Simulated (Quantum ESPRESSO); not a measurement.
## Pb: equation of state with vdW-DF

Pb:

```
CELL_PARAMETERS angstrom
0.00000 2.47502 2.47502
2.47502 0.00000 2.47502
2.47502 2.47502 0.00000
ATOMIC_POSITIONS crystal
Pb 0.00000 0.00000 0.00000
```

```yaml
Program: Quantum ESPRESSO 7.5
Task: equation of state
Functional: vdW-DF
Potentials_or_basis: PseudoDojo 0.4.1 SR PBE standard
Cutoff: 762 eV
Density_cutoff: 3048 eV
k_mesh: 9 × 9 × 9
Occupations: fermi-dirac, width 0.05 eV
Spin: no spin polarisation
```

The equilibrium volume is 34.06 Å³/atom (rough: see the caveat) and the bulk modulus is 32 GPa (rough).

Energy against volume, from the lowest point:
```tsv
volume (Å³/atom)	energy (meV/atom)
28.503	118.95
29.110	87.42
29.716	61.30
30.323	40.00
30.929	22.96
31.535	9.74
32.142	0.00
```

All runs of the series together: 7.8 min on 1 thread of Arm Neoverse V1, on a shared host.

Caveat: the potentials were made for another functional, which shifts forces and pressure; the minimum lies outside the volumes run. The run has no spin-orbit coupling, so splittings on Pb are missing.
